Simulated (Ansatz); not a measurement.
# FeO (Wuestite) (Fm-3m) in Ansatz: further runs

The runs below take FeO (Wuestite) through band structure, with PBEsol.

All numbers are computed with Ansatz 0.2.0; they aren't measurements. Logs are shortened: lines on timing, memory, paths and dates and some standing lists are left out, and cuts for length are marked.

**Experimental background.**

From “W\"ustite: Electric, thermodynamic and optical properties of FeO”, 2012, arxiv:1203.1201, for a bulk crystal of FeO: band gap 2.4 eV (optical).

The runs below are set against these values where they give the same quantity.

## 1. Starting point

The structure is cubic, space group Fm-3m (No. 225). Conventional cell: a = 4.311 Å, b = 4.311 Å, c = 4.311 Å, α = 90.00°, β = 90.00°, γ = 90.00°. Fe (site symmetry m-3m) is surrounded by 6 O at 2.16 Å. O (site symmetry m-3m) has 6 Fe at 2.16 Å as nearest neighbours.

## 2. Band structure, PBEsol, collinear spin, ferromagnetic start

input.yaml reads:

```yaml
crystal:
  lattice:
    - [0.0, 2.1554, 2.1554]
    - [2.1554, 0.0, 2.1554]
    - [2.1554, 2.1554, 0.0]
  atoms:
    - { symbol: Fe, position: [0.0, 0.0, 0.0], spin: 3.0 }
    - { symbol: O, position: [0.5, 0.5, 0.5] }
kpoints:
  mp_grid: { grid: [11, 11, 11] }
  band_path:
    path:
      - [0.0, 0.0, 0.0]
      - [0.5, 0.0, 0.5]
      - [0.5, 0.25, 0.75]
      - [0.375, 0.375, 0.75]
      - [0.0, 0.0, 0.0]
      - [0.5, 0.5, 0.5]
      - [0.625, 0.25, 0.625]
      - [0.5, 0.25, 0.75]
    npoints: 8
scf:
  occupations: { method: fermi_dirac, width: 0.05 }
hamiltonian:
  xc: pbesol
  pseudopotentials:
    kind: all_electron
    lapw: { basis_error: 0.001 }
    relativity: none
magnetization:
  spin_polarized: true
output:
  forces: true
  stress: true
  eigenvalues: true
```

Potentials or basis: all-electron LAPW, non-relativistic.

On the command line:

```sh
> ansatz run input.yaml --threads 2 --pin off --max-ram 6144MiB --backend cpu --events-out ev --progress --plain --runs-dir out
```

The log of the run:

```text
Warning: RAYON_NUM_THREADS=2 ignored (pool sized by the plan → 2); use --threads N
LAPW: plane waves up to 9.574 Å⁻¹, error target 1.0e-3 eV per atom; O in spheres of 0.981 Å, 8 of its electrons in bands, Dirac shells []; Fe in spheres of 1.175 Å, 16 of its electrons in bands, Dirac shells [] (how accurate: hamiltonian.pseudopotentials.lapw.basis_error, Limitations)
Engine: ansatz 0.2.0, aarch64-unknown-linux-gnu
Pseudopotentials: kind: all_electron
Pseudopotential: Fe, LAPW, valence charge 16, lapw/all_electron/none/Fe, Schrödinger's equation, point nucleus
Pseudopotential: O, LAPW, valence charge 8, lapw/all_electron/none/O, Schrödinger's equation, point nucleus
Functional definition: PBEsol
  exchange = pbesol_x
  correlation = pbesol_c
Crystal: 2 atoms, lattice volume = 20.027 Å³
Basis set: ecut = 349.24288793669103 eV, 307 PW (Γ), exchange–correlation at level 2
Bands: 18, of which v1, the nominal top of the filled ones, is band 12 counted from 1 (11 counted from 0)
Symmetry: 48 space group operations
Space group: Fm-3m (ITA 225), of the structure as read, at distance tolerance 2.7e-5 Å
Magnetic group: BNS 225.116 (UNI 1618), of the structure as read, at distance tolerance 2.7e-5 Å
k-points: 56 of 1331
Non-local potential: Fe, projectors of the file, none
Non-local potential: O, projectors of the file, none
Initial density: superposition of atomic densities (chi_scale 0.1, normalization cell, long waves kept (reshape's long-wave potential 0.00 eV rms))
Starting moments: Σ|m| = 3 μB on 1 of 2 sites
Initial wavefunctions: plane waves of lowest kinetic energy (no species holds an atomic orbital)
Functional: x = pbesol(κ = 0.804, μ = 0.12345679012345678), c = pbesol(β = 0.046)
iter 1 solved again at ethr=6.81e-3 eV; its pass at ethr=1.00e-1 eV (dr2=1.63e0 eV) is discarded
SCF iter   1: F=—  HF=-36394.681003 eV  |F-HF|=—  |Δ(HF+E_count)|=         —  Δρ=6.11e-2 (↑5.44e-2 ↓6.11e-2)  dr2=1.63e0  dr2_m=2.83e-1  M=4.001 μB ∫|m|=4.002 μB  β_m=0.30  ethr=6.81e-3  ⟨swp⟩=2.0  Hψ=13095  notcnv=0
Mixer restart at iter 1: flushing history
preconditioner: auto → none  [metal: Δε(μ)=0.017 eV  Ē_g=14.062 eV  σ=0.050 eV  W_gap=0.08  n_scr=8 (ndim 8)  ℏωp=31.0 eV  f_vac=0.000  D(μ)=1.38/eV (n_scr^D=14)  sad-step TF]
SCF iter   2: F=—  HF=-36393.817233 eV  |F-HF|=—  |Δ(HF+E_count)|=   8.64e-1  Δρ=3.37e-2 (↑3.37e-2 ↓3.19e-2)  dr2=3.78e-1  dr2_m=1.26e-1  M=4.000 μB ∫|m|=4.001 μB  β_m=0.48  ethr=6.80e-3  ⟨swp⟩=2.0  Hψ=5936  notcnv=0
SCF iter   3: F=—  HF=-36393.774664 eV  |F-HF|=—  |Δ(HF+E_count)|=   4.26e-2  Δρ=1.86e-2 (↑1.73e-2 ↓1.86e-2)  dr2=2.48e-1  dr2_m=1.41e-2  M=4.001 μB ∫|m|=4.006 μB  β_m=0.49  ethr=1.57e-3  ⟨swp⟩=2.0  Hψ=6040  notcnv=0
iter 4 solved again at ethr=1.00e-5 eV; its pass at ethr=1.03e-3 eV (dr2=2.41e-3 eV) is discarded
SCF iter   4: F=—  HF=-36393.689078 eV  |F-HF|=—  |Δ(HF+E_count)|=         —  Δρ=3.83e-3 (↑3.83e-3 ↓3.81e-3)  dr2=2.41e-3  dr2_m=1.74e-3  M=4.000 μB ∫|m|=4.008 μB  β_m=0.49  ethr=1.00e-5  ⟨swp⟩=2.0  Hψ=9813  notcnv=0
Mixer restart at iter 4: flushing history
the basis was enlarged: its passes take 636.0 KiB over the memory plan, 2 of 2 planned eigensolver slots
SCF iter   5: F=—  HF=-36393.691327 eV  |F-HF|=—  |Δ(HF+E_count)|=   2.25e-3  Δρ=3.16e-3 (↑3.16e-3 ↓1.24e-3)  dr2=4.60e-3  dr2_m=2.81e-4  M=4.000 μB ∫|m|=4.009 μB  β_m=0.47  ethr=1.00e-5  ⟨swp⟩=3.0  Hψ=6432  notcnv=0
SCF iter   6: F=—  HF=-36393.688951 eV  |F-HF|=—  |Δ(HF+E_count)|=   2.38e-3  Δρ=1.39e-3 (↑1.39e-3 ↓1.31e-3)  dr2=1.90e-4  dr2_m=2.62e-4  M=4.000 μB ∫|m|=4.009 μB  β_m=0.58  ethr=1.00e-5  ⟨swp⟩=2.6  Hψ=5538  notcnv=0
SCF iter   7: F=—  HF=-36393.689605 eV  |F-HF|=—  |Δ(HF+E_count)|=   6.54e-4  Δρ=2.65e-4 (↑1.13e-4 ↓2.65e-4)  dr2=1.10e-5  dr2_m=5.70e-6  M=4.000 μB ∫|m|=4.010 μB  β_m=0.79  ethr=7.92e-7  ⟨swp⟩=2.8  Hψ=5811  notcnv=0
SCF iter   8: F=—  HF=-36393.689615 eV  |F-HF|=—  |Δ(HF+E_count)|=   9.66e-6  Δρ=4.50e-5 (↑3.20e-5 ↓4.50e-5)  dr2=9.32e-7  dr2_m=9.28e-9  M=4.000 μB ∫|m|=4.011 μB  β_m=0.66  ethr=4.58e-8  ⟨swp⟩=2.4  Hψ=5537  notcnv=0
SCF iter   9: F=—  HF=-36393.689611 eV  |F-HF|=—  |Δ(HF+E_count)|=   3.90e-6  Δρ=2.19e-5 (↑9.52e-6 ↓2.19e-5)  dr2=1.76e-7  dr2_m=9.66e-9  M=4.000 μB ∫|m|=4.011 μB  β_m=0.67  ethr=3.88e-9  ⟨swp⟩=3.0  Hψ=5817  notcnv=0
SCF iter  10: F=—  HF=-36393.689611 eV  |F-HF|=—  |Δ(HF+E_count)|=   1.36e-7  Δρ=4.30e-6 (↑2.82e-6 ↓4.30e-6)  dr2=6.63e-9  dr2_m=7.02e-10  M=4.000 μB ∫|m|=4.011 μB  β_m=0.83  ethr=7.34e-10  ⟨swp⟩=2.0  Hψ=5453  notcnv=0
SCF iter  11: F=-36393.689611 eV  HF=-36393.689611 eV  |F-HF|=1.67e-10  |Δ(HF+E_count)|=   1.83e-8  Δρ=5.51e-7 (↑2.60e-7 ↓5.51e-7)  dr2=9.39e-11  dr2_m=1.49e-11  M=4.000 μB ∫|m|=4.011 μB  ethr=2.76e-11  ⟨swp⟩=2.8  Hψ=5624  notcnv=0
SCF 1 converged in 11 iterations: F = -36393.689611 eV  dr2 = 9.39e-11
NSCF: frozen V_eff on 57 k-points
SCF converged after 11 iterations
Magnetization: 4.0000 μB (14.0000 up, 10.0000 down)
Absolute magnetization: 4.0107 μB (∫|ρ↑−ρ↓|)
Spin contamination: 0.0109 ħ² per cell (⟨S²⟩ above its minimum at these occupations)
Per-site moments (μB) at R_I (Å): [(3.606259379889547, 1.174717357424333), (0.33719612329300874, 0.9806826104577041)]
Free energy (F): -36393.689611 eV
Harris-Foulkes:  -36393.689611 eV  (|F-HF|=1.67e-10)
Internal energy: -36393.677867 eV  (E = F + TS)
E sigma→0 (E₀):  -36393.683739 eV
Entropy (-TS):   -0.011744 eV (-5.872 meV/atom)
Fermi energy:    14.494823 eV
--- Per-component energies (eV) ---
  E_band       = -1239.371953
  E_kinetic    = 36352.181970
  E_xc         = -1704.357293
  E_electrostatic = -71041.502543  (all electrons and nuclei)
  E_smearing   = -0.011744  (= −TS)
  E_closure    = 0.000000  (closes the sum)
  E_atoms      = -36376.778708  (free atoms, spherical and without spin; not in F)
  Σ components = -36393.689611   (vs F -36393.689611, Δ=0.00e0)
  Basis errors (estimates in eV, not in F): energy 3.5e-4 per atom: plane waves 3.2e-4 (1.8e-4 summed), levels above the bands 3.8e-128, relativity 0.0e0, radial functions 3.6e-5, core shells 2.5e-8; eigenvalues (radial functions only) 5.3e-5; not estimated: angular momenta, meshes, grids; target (lapw.basis_error) 1.0e-3; muffin-tin radii O 0.981 Å, Fe 1.175 Å
--- Forces (eV/Å), atoms counted from 1 ---
  atom   1  Fe    -0.00000000    -0.00000000    -0.00000000
  atom   2  O      0.00000000     0.00000000    -0.00000000
  max |Σ_I F_I| component: 1.05e-29 eV/Å
--- Stress (GPa, compression-positive) ---
       -7.713375       0.000000      -0.000000
        0.000000      -7.713375       0.000000
       -0.000000       0.000000      -7.713375
  P = ⅓ Tr σ = -7.7134 GPa (-77.134 kbar)
--- Band table (eV; the first three rows and the last of 112) ---
  k-point 0 ↑: bands = ["-490.4949", "-72.7737", "-40.5988", "-40.5988", "-40.5988", "-6.0917", "10.6113", "10.6113", "10.6113", "10.6790", "10.6790", "10.6790", "10.8128", "10.8128", "14.7254", "29.5935", "31.3308", "31.3308"]
  k-point 1 ↑: bands = ["-490.4949", "-72.7732", "-40.6034", "-40.5994", "-40.5994", "-6.0092", "9.7701", "9.8766", "9.8766", "10.6934", "10.6934", "11.0088", "11.6301", "11.6301", "15.2893", "28.2906", "31.0961", "31.0961"]
  k-point 2 ↑: bands = ["-490.4949", "-72.7718", "-40.6155", "-40.6010", "-40.6010", "-5.7795", "8.5381", "9.1229", "9.1229", "10.8553", "10.8553", "11.2268", "12.4889", "12.4889", "16.4506", "26.3238", "30.1443", "30.1443"]
  k-point 55 ↓: bands = ["-490.1966", "-68.6759", "-36.6328", "-36.6296", "-36.6108", "-4.2169", "8.3000", "8.3733", "9.1506", "14.2847", "14.6263", "15.2381", "15.5630", "16.3164", "23.4551", "24.1003", "24.1210", "27.6056"]
```

Wall time 16 s (2 threads of Arm Neoverse V1, shared host); peak memory 0.41 GiB.

What came out:

* Free energy: -36393.6896 eV
* Pressure: -7.7 GPa
* Band gap along the path: none (metal or under the smearing width)
* Net moment: 4.00 μB per cell
* Absolute moment: 4.01 μB per cell
* Site moments: Fe +3.61; O +0.34 μB

Levels at the corners of the path, in eV from the Fermi level:
Spin up:
| point | band 10 | band 11 | band 12 | band 13 | band 14 | band 15 | band 16 | band 17 | band 18 |
| --- | --- | --- | --- | --- | --- | --- | --- | --- | --- |
| Γ | -3.82 | -3.82 | -3.82 | -3.68 | -3.68 | 0.23 | 15.10 | 16.84 | 16.84 |
| X | -4.81 | -3.29 | -2.79 | -2.79 | -2.79 | 5.55 | 8.67 | 10.59 | 14.66 |
| W | -3.02 | -3.02 | -2.91 | -2.79 | -1.70 | 7.70 | 8.89 | 8.89 | 11.77 |
| K | -3.66 | -2.93 | -2.64 | -2.45 | -1.69 | 7.01 | 8.67 | 8.67 | 14.08 |
| Γ | -3.82 | -3.82 | -3.82 | -3.68 | -3.68 | 0.23 | 15.10 | 16.84 | 16.84 |
| L | -3.06 | -3.06 | -2.48 | -0.32 | -0.32 | 4.01 | 8.59 | 12.48 | 12.48 |
| U | -3.66 | -2.93 | -2.64 | -2.45 | -1.69 | 7.01 | 8.67 | 8.67 | 14.08 |
| W | -3.02 | -3.02 | -2.91 | -2.79 | -1.70 | 7.70 | 8.89 | 8.89 | 11.77 |
Spin down:
| point | band 7 | band 8 | band 9 | band 10 | band 11 | band 12 | band 13 | band 14 |
| --- | --- | --- | --- | --- | --- | --- | --- | --- |
| Γ | -3.21 | -3.21 | -3.21 | -0.74 | -0.74 | -0.74 | 0.13 | 0.13 |
| X | -6.86 | -4.39 | -4.39 | -2.15 | 0.68 | 0.75 | 0.75 | 1.11 |
| W | -6.08 | -6.08 | -5.50 | -0.04 | -0.04 | 0.75 | 1.01 | 1.79 |
| K | -6.49 | -6.08 | -4.83 | -0.80 | 0.57 | 0.67 | 1.26 | 1.72 |
| Γ | -3.21 | -3.21 | -3.21 | -0.74 | -0.74 | -0.74 | 0.13 | 0.13 |
| L | -7.96 | -5.15 | -5.15 | 0.40 | 0.40 | 0.62 | 2.77 | 2.77 |
| U | -6.49 | -6.08 | -4.83 | -0.80 | 0.57 | 0.67 | 1.26 | 1.72 |
| W | -6.08 | -6.08 | -5.50 | -0.04 | -0.04 | 0.75 | 1.01 | 1.79 |

Caveat: a cell with one magnetic atom can't hold antiferromagnetic order, which such compounds often take; semilocal functionals often make such compounds metallic where correlation or magnetic order opens a gap, which also shifts bond lengths.

## 3. Band structure, PBEsol, collinear spin, ferromagnetic start

Changes to input.yaml since step 2:

```diff
@@ -25,6 +25,3 @@
   xc: pbesol
-  pseudopotentials:
-    kind: all_electron
-    lapw: { basis_error: 0.001 }
-    relativity: none
+  pseudopotentials: { kind: all_electron, datasets: crystal }
 magnetization:
```

Potentials or basis: all-electron PAW datasets made for the crystal.

On the command line:

```sh
> ansatz run input.yaml --threads 2 --pin off --max-ram 6144MiB --backend cpu --events-out ev --progress --plain --runs-dir out
```

It took 15 s on 2 threads of Arm Neoverse V1, shared host; peak memory 0.61 GiB.

Results (log left out):

```
Free energy             : -36643.4098 eV
Pressure                : -8.6 GPa
Band gap along the path : none (metal or under the smearing width)
Net moment              : 4.00 μB per cell
Absolute moment         : 4.01 μB per cell
Site moments            : Fe +3.45; O +0.32 μB
```

Levels at the corners of the path, in eV from the Fermi level:
Spin up:
| point | band 10 | band 11 | band 12 | band 13 | band 14 | band 15 | band 16 | band 17 |
| --- | --- | --- | --- | --- | --- | --- | --- | --- |
| Γ | -3.88 | -3.88 | -3.67 | -3.67 | -0.09 | 14.99 | 16.77 | 16.77 |
| X | -3.27 | -2.77 | -2.77 | -2.77 | 5.08 | 8.52 | 10.55 | 14.46 |
| W | -3.03 | -2.89 | -2.77 | -1.73 | 7.27 | 8.77 | 8.77 | 11.55 |
| K | -2.91 | -2.63 | -2.46 | -1.71 | 6.59 | 8.53 | 8.53 | 13.87 |
| Γ | -3.88 | -3.88 | -3.67 | -3.67 | -0.09 | 14.99 | 16.77 | 16.77 |
| L | -3.05 | -2.49 | -0.34 | -0.34 | 3.83 | 8.31 | 12.27 | 12.27 |
| U | -2.91 | -2.63 | -2.46 | -1.71 | 6.59 | 8.53 | 8.53 | 13.87 |
| W | -3.03 | -2.89 | -2.77 | -1.73 | 7.27 | 8.77 | 8.77 | 11.55 |
Spin down:
```csv
point,band 6,band 7,band 8,band 9,band 10,band 11,band 12,band 13
Γ,-3.33,-3.33,-3.33,-0.74,-0.74,-0.74,0.14,0.14
X,-7.00,-4.52,-4.52,-2.17,0.70,0.78,0.78,1.12
W,-6.20,-6.20,-5.63,-0.04,-0.04,0.78,1.03,1.78
K,-6.61,-6.22,-4.93,-0.82,0.59,0.69,1.27,1.73
Γ,-3.33,-3.33,-3.33,-0.74,-0.74,-0.74,0.14,0.14
L,-8.13,-5.24,-5.24,0.42,0.42,0.61,2.77,2.77
U,-6.61,-6.22,-4.93,-0.82,0.59,0.69,1.27,1.73
W,-6.20,-6.20,-5.63,-0.04,-0.04,0.78,1.03,1.78
```

Caveat: a cell with one magnetic atom can't hold antiferromagnetic order, which such compounds often take; semilocal functionals often make such compounds metallic where correlation or magnetic order opens a gap, which also shifts bond lengths.

## 4. Band structure, PBEsol, collinear spin, ferromagnetic start

Changes to input.yaml since step 3:

```diff
@@ -25,3 +25,6 @@
   xc: pbesol
-  pseudopotentials: { kind: all_electron, datasets: crystal }
+  pseudopotentials:
+    kind: all_electron
+    lapw: { basis_error: 0.001 }
+    dirac_shells: { Fe: ["2p"] }
 magnetization:
```

Potentials or basis: all-electron LAPW, inner shells corrected to Dirac's equation.

On the command line:

```sh
> ansatz run input.yaml --threads 2 --pin off --max-ram 6144MiB --backend cpu --events-out ev --progress --plain --runs-dir out
```

Wall time 16 s (2 threads of Arm Neoverse V1, shared host); peak memory 0.42 GiB.

Results (log left out):

- Free energy: -36644.0284 eV
- Pressure: -8.6 GPa
- Band gap along the path: none (metal or under the smearing width)
- Net moment: 4.00 μB per cell
- Absolute moment: 4.01 μB per cell
- Site moments: Fe +3.62; O +0.33 μB

Levels at the corners of the path, in eV from the Fermi level:
Spin up:
| point | band 11 | band 12 | band 13 | band 14 | band 15 | band 16 | band 17 | band 18 |
| --- | --- | --- | --- | --- | --- | --- | --- | --- |
| Γ | -3.88 | -3.88 | -3.67 | -3.67 | -0.09 | 14.99 | 16.78 | 16.78 |
| X | -3.27 | -2.77 | -2.77 | -2.77 | 5.08 | 8.52 | 10.55 | 14.47 |
| W | -3.03 | -2.89 | -2.77 | -1.73 | 7.27 | 8.77 | 8.77 | 11.55 |
| K | -2.91 | -2.63 | -2.46 | -1.71 | 6.59 | 8.53 | 8.53 | 13.87 |
| Γ | -3.88 | -3.88 | -3.67 | -3.67 | -0.09 | 14.99 | 16.78 | 16.78 |
| L | -3.05 | -2.49 | -0.34 | -0.34 | 3.83 | 8.31 | 12.27 | 12.27 |
| U | -2.91 | -2.63 | -2.46 | -1.71 | 6.59 | 8.53 | 8.53 | 13.87 |
| W | -3.03 | -2.89 | -2.77 | -1.73 | 7.27 | 8.77 | 8.77 | 11.55 |
Spin down:
| point | band 7 | band 8 | band 9 | band 10 | band 11 | band 12 | band 13 | band 14 |
| --- | --- | --- | --- | --- | --- | --- | --- | --- |
| Γ | -3.33 | -3.33 | -3.33 | -0.74 | -0.74 | -0.74 | 0.14 | 0.14 |
| X | -7.00 | -4.52 | -4.52 | -2.17 | 0.70 | 0.78 | 0.78 | 1.12 |
| W | -6.20 | -6.20 | -5.63 | -0.04 | -0.04 | 0.78 | 1.03 | 1.78 |
| K | -6.61 | -6.22 | -4.93 | -0.82 | 0.59 | 0.69 | 1.27 | 1.73 |
| Γ | -3.33 | -3.33 | -3.33 | -0.74 | -0.74 | -0.74 | 0.14 | 0.14 |
| L | -8.13 | -5.24 | -5.24 | 0.42 | 0.42 | 0.61 | 2.77 | 2.77 |
| U | -6.61 | -6.22 | -4.93 | -0.82 | 0.59 | 0.69 | 1.27 | 1.73 |
| W | -6.20 | -6.20 | -5.63 | -0.04 | -0.04 | 0.78 | 1.03 | 1.78 |

Caveat: a cell with one magnetic atom can't hold antiferromagnetic order, which such compounds often take; semilocal functionals often make such compounds metallic where correlation or magnetic order opens a gap, which also shifts bond lengths.

## 5. Summary

```csv
potentials or basis,cutoff (eV),basis error allowed,pressure (GPa),moment (μB)
"all-electron LAPW, non-relativistic",349,0.001 eV/atom,-7.7,4.00
all-electron PAW datasets made for the crystal,400,-,-8.6,4.00
"all-electron LAPW, inner shells corrected to Dirac's equation",349,0.001 eV/atom,-8.6,4.00
```

Alike in all rows: task band structure; level PBEsol; spin collinear, ferromagnetic start; cell as given; k mesh 11 × 11 × 11; smearing fermi-dirac 0.05 eV.

Caveats: a cell with one magnetic atom can't hold antiferromagnetic order, which such compounds often take; semilocal functionals often make such compounds metallic where correlation or magnetic order opens a gap, which also shifts bond lengths.

Compare energies only between runs with the same functional and basis.

## 6. How close it comes

Step 2. Measured gap of FeO: 2.4 eV (optical; quoted in “W\"ustite: Electric, thermodynamic and optical properties of FeO”, 2012, arxiv:1203.1201). This calculation gives 0.00 eV (-2.40 eV). So large a miss can be the level of theory's own, or it may mean another phase, state or a wrong row. The value is that of PBEsol, without temperature or zero-point motion. Semilocal functionals fall short of measured gaps as a rule. The run's magnetic order (collinear spin, ferromagnetic start) needn't be the measured crystal's.

Step 3. Measured gap of FeO: 2.4 eV (optical; quoted in “W\"ustite: Electric, thermodynamic and optical properties of FeO”, 2012, arxiv:1203.1201). This calculation gives 0.00 eV (-2.40 eV). So large a miss can be the level of theory's own, or it may mean another phase, state or a wrong row. The value is that of PBEsol, without temperature or zero-point motion. Semilocal functionals fall short of measured gaps as a rule. The run's magnetic order (collinear spin, ferromagnetic start) needn't be the measured crystal's.

Step 4. Against the measured gap of FeO, 2.4 eV (optical; quoted in “W\"ustite: Electric, thermodynamic and optical properties of FeO”, 2012, arxiv:1203.1201), the calculated 0.00 eV is off by -2.40 eV. So large a miss can be the level of theory's own, or it may mean another phase, state or a wrong row. The value is that of PBEsol, without temperature or zero-point motion. Semilocal functionals fall short of measured gaps as a rule. The run's magnetic order (collinear spin, ferromagnetic start) needn't be the measured crystal's.
